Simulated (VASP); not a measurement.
## InP: single point with LDA

**Measured values to compare with.**

From a printed reference work, data compilation, for a bulk crystal of InP at 1.6 K: band gap 1.4236 eV (direct).

The system is InP.

```
In P
1.0
     0.00000    2.88774    2.88774
     2.88774    0.00000    2.88774
     2.88774    2.88774    0.00000
In P
1 1
Direct
  0.00000 0.00000 0.00000
  0.25000 0.25000 0.25000
```

```json
{
  "Program": "VASP 6.6.1",
  "Task": "single point",
  "Functional": "LDA",
  "Potentials or basis": "VASP PAW LDA potentials, release 64 (In_d, P)",
  "Cutoff": "500 eV",
  "k mesh": "6 × 6 × 6",
  "Occupations": "gaussian, width 0.01 eV",
  "Spin": "no spin polarisation",
  "Dipole correction": "no",
  "Further INCAR settings": "ALGO = Normal; EDIFF = 1e-06; NBANDS = 16"
}
```

| Property | Result |
| --- | --- |
| Pressure | 2.0 GPa |
| Band gap on the k mesh | 0.75 eV, direct |

Levels at points of the mesh, in eV from the valence-band top:
| k point | band 5 | band 6 | band 7 | band 8 | band 9 | band 10 | band 11 | band 12 | band 13 | band 14 |
| --- | --- | --- | --- | --- | --- | --- | --- | --- | --- | --- |
| (0.00, 0.00, 0.00) | -14.12 | -11.86 | 0.00 | 0.00 | 0.00 | 0.75 | 3.95 | 3.95 | 3.95 | 8.49 |
| (0.50, 0.00, 0.00) | -14.10 | -9.95 | -6.08 | -1.06 | -1.06 | 1.43 | 4.70 | 4.70 | 6.97 | 9.44 |
| (0.50, 0.50, 0.00) | -14.08 | -9.23 | -6.06 | -2.52 | -2.52 | 1.52 | 2.11 | 9.27 | 9.72 | 9.72 |

Wall time 6.7 s on 1 thread of Intel(R) Xeon(R) Platinum 8488C (Sapphire Rapids) (shared host), peak memory 0.14 GiB.

Measured gap of InP: 1.4236 eV (direct; 1.6 K; a printed reference work, data compilation). This calculation gives 0.75 eV (-0.68 eV). Spin-orbit coupling on In is left out. The value is that of LDA, without temperature or zero-point motion. Semilocal functionals fall short of measured gaps as a rule.

Caveat: spin-orbit coupling is left out, which moves the levels of the heavy elements.
